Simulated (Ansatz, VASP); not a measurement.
## Two plane-wave programs on C

The input INCAR:

```
SYSTEM = C
PREC = Accurate
ENCUT = 520
EDIFF = 1E-6
ISMEAR = 0
SIGMA = 0.05
LREAL = .False.
LASPH = .True.
NELM = 80
ALGO = Normal
ISIF = 2
LWAVE = .False.
LCHARG = .True.
GGA = PS
LELF = .True.
LVHAR = .True.
NBANDS = 11
```

Contents of KPOINTS:

```
regular mesh
0
Gamma
  12 12 12
  0 0 0
```

Contents of POSCAR:

```
C
1.0
    0.0000000000      1.8479807985      1.8479807985
    1.8479807985      0.0000000000      1.8479807985
    1.8479807985      1.8479807985      0.0000000000
C
2
Direct
    0.5000000000      0.5000000000      0.5000000000
    0.7500000000      0.7500000000      0.7500000000
```

Input for Ansatz:

```yaml
crystal:
  lattice:
    - [0.0, 1.8479807985, 1.8479807985]
    - [1.8479807985, 0.0, 1.8479807985]
    - [1.8479807985, 1.8479807985, 0.0]
  atoms:
    - { symbol: C, position: [0.5, 0.5, 0.5] }
    - { symbol: C, position: [0.75, 0.75, 0.75] }
basis:
  ecutwfc: 420
kpoints:
  mp_grid: { grid: [12, 12, 12] }
hamiltonian:
  xc: pbesol
scf:
  occupations: { method: gaussian, width: 0.05 }
output:
  forces: true
  stress: true
  eigenvalues: true
```

Change from the starting cell: strain +0.040 along x and y, +0.040 along z, atoms carried along.

Alike in both runs: task single point; functional PBEsol; k mesh 12 × 12 × 12; occupations gaussian, width 0.05 eV; no spin polarisation.

|  | VASP | Ansatz |
| --- | --- | --- |
| version | VASP 6.6.1 | Ansatz 0.2.0 |
| potentials or method | VASP PAW PBE potentials, release 64 (C) | scalar-relativistic, plane waves, PAW |
| plane-wave cutoff (eV) | 520 | 420 |
| valence electrons in the cell | 8 | 8 |

```tsv
	VASP	Ansatz	Ansatz less VASP
gap on the k mesh at the Fermi level (eV)	3.80	3.80	+0.007
least direct gap on the mesh (eV)	5.25	5.25	+0.005
pressure (GPa)	-42.0	-42.5	-0.58
```

Caveats: the cell as given lies far from equilibrium; so large a pressure means that the cell lies far from this level's equilibrium, or that cutoff or potentials fall short (VASP); the potentials were made for another functional, which shifts forces and pressure (VASP).
